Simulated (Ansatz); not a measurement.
**Relaxation path: W (diamond type)**

DFT, PBE, PAW with Ansatz's default frozen-core files, scalar-relativistic (Ansatz 0.2.0); a Γ-centred 12×12×12 k mesh, Fermi–Dirac smearing of 0.08 eV, no spin polarisation. The run relaxes cell and atoms at a target pressure of 8.7 GPa.

Command: `ansatz run input.yaml --threads 1 --pin off --max-ram 3584MiB --backend cpu --events-out ev --progress --plain --runs-dir out` It took 15 s on 1 thread of Arm Neoverse V1, on a shared host, peak memory 0.34 GiB.

```yaml
crystal:
  lattice:
    - [0.0, 2.7019561259, 2.7019561259]
    - [2.7019561259, 0.0, 2.7019561259]
    - [2.7019561259, 2.7019561259, 0.0]
  atoms:
    - { symbol: W, position: [-0.125, -0.125, -0.125] }
    - { symbol: W, position: [0.125, 0.125, 0.125] }
kpoints:
  mp_grid: { grid: [12, 12, 12] }
scf:
  occupations: { method: fermi_dirac, width: 0.08 }
hamiltonian:
  xc: pbe
  pseudopotentials: { kind: paw }
output:
  forces: true
  stress: true
  eigenvalues: true
relax:
  f_tol: 0.005
  max_steps: 40
  cell: { p_target: 8.7, stress_tol: 0.03 }
```

Each step lists its enthalpy F + pV a cell above the last geometry, the pressure, the cell vectors (Å), and Cartesian positions (Å) with forces (eV/Å).

The first step:

```
step 1  dH = 645.10 meV  P = 42.2 GPa
  cell 0.0000 2.7020 2.7020  2.7020 0.0000 2.7020  2.7020 2.7020 0.0000
  W -0.6755 -0.6755 -0.6755   0.0000 0.0000 0.0000
  W 0.6755 0.6755 0.6755   0.0000 0.0000 0.0000
```

Spin–orbit coupling is left out, which matters for the heavy atoms.

Problem. Where does the relaxation end, and by which steps?

Solution. After 4 geometries, with conventional a, b, c = 5.707, 5.707, 5.707 Å, at 23.240 Å³/atom (+17.81 % against the start) in space group Fd-3m, with a shortest distance of 2.471 Å. The further steps:
```
step 2  dH = 9.78 meV  P = 12.05 GPa
  cell 0.0000 2.8337 2.8337  2.8337 0.0000 2.8337  2.8337 2.8337 0.0000
  W -0.7084 -0.7084 -0.7084   0.0000 0.0000 0.0000
  W 0.7084 0.7084 0.7084   0.0000 0.0000 0.0000
step 3  dH = 0.31 meV  P = 9.32 GPa
  cell 0.0000 2.8499 2.8499  2.8499 0.0000 2.8499  2.8499 2.8499 0.0000
  W -0.7125 -0.7125 -0.7125   0.0000 0.0000 0.0000
  W 0.7125 0.7125 0.7125   0.0000 0.0000 0.0000
step 4  dH = 0.00 meV  P = 8.72 GPa
  cell 0.0000 2.8537 2.8537  2.8537 0.0000 2.8537  2.8537 2.8537 0.0000
  W -0.7134 -0.7134 -0.7134   0.0000 0.0000 0.0000
  W 0.7134 0.7134 0.7134   0.0000 0.0000 0.0000
step 5  dH = -1.89 meV  P = 8.71 GPa  (same geometry on a basis chosen anew; earlier energies don't compare to the last digit)
  cell 0.0000 2.8537 2.8537  2.8537 0.0000 2.8537  2.8537 2.8537 0.0000
  W -0.7134 -0.7134 -0.7134   0.0000 0.0000 0.0000
  W 0.7134 0.7134 0.7134   0.0000 0.0000 0.0000
```
